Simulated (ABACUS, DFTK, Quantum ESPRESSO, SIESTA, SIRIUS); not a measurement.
# Cost and result for the equilibrium volume of Mo

The structure is cubic, space group Im-3m (No. 229). The conventional cell has a = 3.168 Å, b = 3.168 Å, c = 3.168 Å, α = 90.00°, β = 90.00°, γ = 90.00°. Mo (site symmetry m-3m) is surrounded by 8 Mo at 2.74 Å.

```tsv
rung	level	program and potentials	cutoff (eV)	k mesh	smearing	core time	chip	equilibrium volume (Å³/atom)	miss	notes
LDA	LDA	Quantum ESPRESSO, GBRV 1.5 LDA	612	12 × 12 × 12	fermi-dirac 0.05	67 s	Intel Xeon Platinum 8375C Ice Lake	15.06	-3.4 %	-
GGA	PBEsol	Quantum ESPRESSO, GBRV 1.5 PBEsol	612	12 × 12 × 12	fermi-dirac 0.05	72 s	Intel Xeon Platinum 8375C Ice Lake	(a)	?	-
GGA	PBE	ABACUS, PseudoDojo NC SR 0.4.1 PBE standard, plane waves	1102	12 × 12 × 12	fermi-dirac 0.05	76 s	Intel Xeon 6975P-C Granite Rapids	(b)	?	-
GGA	PBEsol	ABACUS, PseudoDojo NC SR 0.4.1 PBEsol standard, plane waves	1102	12 × 12 × 12	fermi-dirac 0.05	1.7 min	Intel Xeon Platinum 8375C Ice Lake	15.34	-1.6 %	-
GGA	PBEsol	SIRIUS, PseudoDojo 0.4.1 PBEsol standard (scalar relativistic)	1102	12 × 12 × 12	fermi-dirac 0.05	2 min	Arm Neoverse V2	15.34	-1.6 %	-
GGA	PBEsol	SIESTA, files PseudoDojo sr-pbesol-0.4.1-standard, DZP (energy shift 0.003 Ry; two zetas on semicore shells)	-	12 × 12 × 12	fermi-dirac 0.05	6.2 min	Arm Neoverse V1	15.51	-0.5 %	atomic basis
GGA	PBEsol	DFTK, PseudoDojo SR PBEsol 0.4.1 standard (PBEsol)	1088	12 × 12 × 12	fermi-dirac 0.05	6.5 min	AMD EPYC 7R43 Zen 3	15.34	-1.6 %	-
GGA	PBE	SIESTA, files PseudoDojo sr-pbe-0.4.1-standard, TZDP (energy shift 0.003 Ry; two zetas on semicore shells)	-	12 × 12 × 12	fermi-dirac 0.05	9.4 min	Intel Xeon 6975P-C Granite Rapids	15.91	+2.1 %	atomic basis
```

Times are single runs on shared hosts and different chips, so they are rough; meshes, cutoffs and the tasks' sizes weigh on the time. Task: equation of state. All rows: no spin polarisation. Smearing widths are in eV. For a metal such meshes aren't converged. Meshes are those of the run's cell of 1 atom unless a note names another. The cell shown, of 15.89 Å³ an atom, is the runs' start and not the measured value. Misses use the values as printed. Runs on faulty files, with rough fits or with known faults for this quantity aren't shown. No row holds spin-orbit coupling.

Measured: 15.59 Å³/atom (pmc:5456621, doi:10.3390/ma9100834). The runs are for a static lattice.

Problem. Estimate the values left out from the other rows.

Solution. (a) 15.30 Å³/atom, miss -1.9 %; (b) 15.80 Å³/atom, miss +1.3 %.
